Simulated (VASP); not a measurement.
Wanted: the native input for a VASP 6.6.1 run.

```
Task                   : relaxation of cell and atoms
Functional             : SCAN
Potentials or basis    : VASP PAW PBE potentials, release 64 (W_sv)
Cutoff                 : 600 eV
k mesh                 : 12 × 12 × 12
Occupations            : fermi-dirac, width 0.05 eV
Spin                   : no spin polarisation
Further INCAR settings : ALGO = Normal; EDIFF = 1e-06; IBRION = 2; EDIFFG = -0.005; NSW = 40; ISIF = 3
```

The structure of W lies in POSCAR:

```
W
1.0
   -1.5823450000      1.5823450000      1.5823450000
    1.5823450000     -1.5823450000      1.5823450000
    1.5823450000      1.5823450000     -1.5823450000
W
1
Direct
    0.0000000000      0.0000000000      0.0000000000
```

The input as run:

INCAR

```
  PREC = Accurate
  ENCUT = 600
  EDIFF = 1E-6
  ISMEAR = -1
  SIGMA = 0.05
  LREAL = F
  LASPH = T
  NELM = 80
  ALGO = Normal
  ISIF = 3
  LWAVE = F
  LCHARG = F
  METAGGA = SCAN
  LMIXTAU = T
  IBRION = 2
  NSW = 40
  EDIFFG = -0.005
```

KPOINTS

```
regular mesh
0
Gamma
  12 12 12
```

Potentials or basis: VASP PAW PBE potentials, release 64 (W_sv).

The run is started by

```bash
$ cat potpaw_PBE.64/W_sv/POTCAR > POTCAR
$ mpirun -np 1 vasp_std > vasp.out
```

Results of the run:

- Relaxed volume: 15.66 Å³/atom
- Relaxed cell: a = 2.730 Å, b = 2.730 Å, c = 2.730 Å, α = 109.47°, β = 109.47°, γ = 109.47°
- Space group after relaxing (to 0.05 Å): Im-3m (No. 229)
- Energy gained by relaxing: 2.2 meV/atom
- Ionic steps: 4
- Pressure after relaxing: 0.0 GPa
- Band gap on the k mesh: none (metal or under the smearing width)

Caveat: the PAW data sets were made with another functional, which shifts forces and pressure a little.

Wall time 2.3 min on 1 thread of Intel(R) Xeon(R) Platinum 8488C (Sapphire Rapids) (shared host), peak memory 0.17 GiB.
